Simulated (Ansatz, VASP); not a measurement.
## One calculation of Be, two programs

INCAR

```
ALGO     = Normal         # electronic algorithm
EDIFF    = 1E-7           # SCF threshold, eV
ENCUT    = 520            # plane-wave cutoff, eV
GGA      = PE             # functional
ISIF     = 2              # what is computed and relaxed
ISMEAR   = -1             # smearing method
LASPH    = T              # aspherical terms in the spheres
LCHARG   = F              # write CHGCAR
LREAL    = F              # projectors in reciprocal space
LWAVE    = F              # write WAVECAR
NBANDS   = 7              # bands
NELM     = 100            # most SCF steps
PREC     = Accurate       # precision mode
SIGMA    = 0.1            # smearing width, eV
```

File KPOINTS:

```
k-points
0
Gamma
  13 13 13
```

Contents of POSCAR:

```
Be
1.0
   -1.2318569131      1.2318569131      1.2318569131
    1.2318569131     -1.2318569131      1.2318569131
    1.2318569131      1.2318569131     -1.2318569131
Be
1
Direct
    0.0000000000      0.0000000000      0.0000000000
```

Input for Ansatz:

```yaml
crystal:
  lattice:
    - [-1.2318569130891721, 1.2318569130891721, 1.2318569130891721]
    - [1.2318569130891721, -1.2318569130891721, 1.2318569130891721]
    - [1.2318569130891721, 1.2318569130891721, -1.2318569130891721]
  atoms:
    - { symbol: Be, position: [0.0, 0.0, 0.0] }
basis:
  ecutwfc: 550.0
kpoints:
  mp_grid:
    grid: [13, 13, 13]
hamiltonian:
  xc: pbe
  pseudopotentials:
    kind: paw
scf:
  occupations:
    method: fermi_dirac
output:
  stress: true
```

This isn't the form of Be at room conditions, which is hcp.

Alike in both runs: task single point; functional PBE; k mesh 13 × 13 × 13; no spin polarisation.

|  | VASP | Ansatz |
| --- | --- | --- |
| version | VASP 6.6.1 | Ansatz 0.2.0 |
| potentials or method | VASP PAW PBE potentials, release 64 (Be) | plane waves, PAW |
| plane-wave cutoff (eV) | 520 | 550 |
| occupations | fermi-dirac, width 0.1 eV | fermi-dirac |
| valence electrons in the cell | 2 | 2 |

```tsv
	VASP	Ansatz	Ansatz less VASP
pressure (GPa)	6.1	5.9	-0.17
```
